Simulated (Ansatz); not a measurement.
Here is an Ansatz 0.2.0 calculation.

input.yaml

```yaml
crystal:
  lattice:
    - [-2.0303375, 2.0303375, 2.851094]
    - [2.0303375, -2.0303375, 2.851094]
    - [2.0303375, 2.0303375, -2.851094]
  atoms:
    - { symbol: Cu, position: [0.5, 0.5, 0.0] }
    - { symbol: Al, position: [0.25, 0.75, 0.5] }
    - { symbol: Al, position: [0.75, 0.25, 0.5] }
hamiltonian:
  xc: pbesol
  pseudopotentials: { kind: paw }
kpoints:
  mp_grid: { grid: [9, 9, 9] }
scf:
  occupations: { method: fermi_dirac, width: 0.05 }
output:
  forces: true
  stress: true
  eigenvalues: true
relax:
  f_tol: 0.01
  max_steps: 40
  cell: { stress_tol: 0.05 }
```

Potentials or basis: Ansatz PAW.

Run with:

```bash
$ ansatz run input.yaml --threads 2 --pin off --max-ram 5632MiB --backend cpu --events-out ev --progress --plain --runs-dir out
```

Question: What does it give for the space group after relaxing (to 0.05 Å)?

Answer: Fm-3m (No. 225).

Question: Estimate the band gap on the k mesh.

Answer: None (metal or under the smearing width).

Question: Estimate the relaxed volume.

Answer: 15.66 Å³/atom.

Final structure:
```
Cu Al
1.0
    -2.02527    2.02527    2.86286
     2.02527   -2.02527    2.86286
     2.02527    2.02527   -2.86286
Cu Al
1 2
Direct
  0.50000 0.50000 0.00000
  0.25000 0.75000 0.50000
  0.75000 0.25000 0.50000
```

Caveat: the PAW data sets come from PBE, with cores solved anew for the run's functional, which leaves a small shift of forces and pressure.
